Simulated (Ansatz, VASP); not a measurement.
This is a calculation of Hf for VASP 6.6.1.

File INCAR:

```
SYSTEM = Hf
ALGO = Normal ; EDIFF = 1E-7
ENCUT = 520 ; GGA = PS
ISIF = 2 ; ISMEAR = -1
LASPH = .TRUE. ; LCHARG = .FALSE.
LREAL = .FALSE. ; LWAVE = .FALSE.
NBANDS = 11 ; NELM = 80
PREC = Accurate ; SIGMA = 0.05
```

Contents of KPOINTS:

```
k-points
0
G
  10 10 10
  0 0 0
```

POSCAR

```
Hf
1.0
    0.0000000000      2.2492138765      2.2492138765
    2.2492138765      0.0000000000      2.2492138765
    2.2492138765      2.2492138765      0.0000000000
Hf
1
Direct
    0.0000000000      0.0000000000      0.0000000000
```

Potentials or basis: VASP PAW PBE potentials, release 64 (Hf_pv).

Command:

```sh
$ cat potpaw_PBE.64/Hf_pv/POTCAR > POTCAR
$ mpirun -np 1 vasp_std > vasp.out
```

**Question.** Set up the same calculation for Ansatz 0.2.0. Potentials there: Ansatz PAW.

**Answer.** As run (the cutoff follows the program's own potentials):

The input input.yaml:

```yaml
crystal:
  lattice:
    - [0.0, 2.2492138765, 2.2492138765]
    - [2.2492138765, 0.0, 2.2492138765]
    - [2.2492138765, 2.2492138765, 0.0]
  atoms:
    - { symbol: Hf, position: [0.0, 0.0, 0.0] }
hamiltonian:
  xc: pbesol
  pseudopotentials: { kind: paw }
kpoints:
  mp_grid: { grid: [10, 10, 10] }
scf:
  occupations: { method: fermi_dirac, width: 0.05 }
output:
  forces: true
  stress: true
  eigenvalues: true
```

Potentials or basis: Ansatz PAW.

Launch:

```sh
$ ansatz run input.yaml --threads 1 --pin off --max-ram 3584MiB --backend cpu --events-out ev --progress --plain --runs-dir out
```

Both were run:

|  | VASP | Ansatz | Ansatz less VASP |
| --- | --- | --- | --- |
| gap on the k mesh at the Fermi level (eV) | none | none | - |
| pressure (GPa) | -5.9 | -5.5 | +0.39 |

A gap of «none» marks a metal or a gap that the smearing closes. The functional is the same, so the differences come from potentials, cutoffs and numerics. The two sets of potentials don't hold the same shells in valence.

Caveats: the PAW data sets were made with another functional, which shifts forces and pressure a little (VASP); the PAW data sets come from PBE, with cores solved anew for the run's functional, which leaves a small shift of forces and pressure (Ansatz). Spin-orbit coupling is left out, which matters for the levels of Hf.
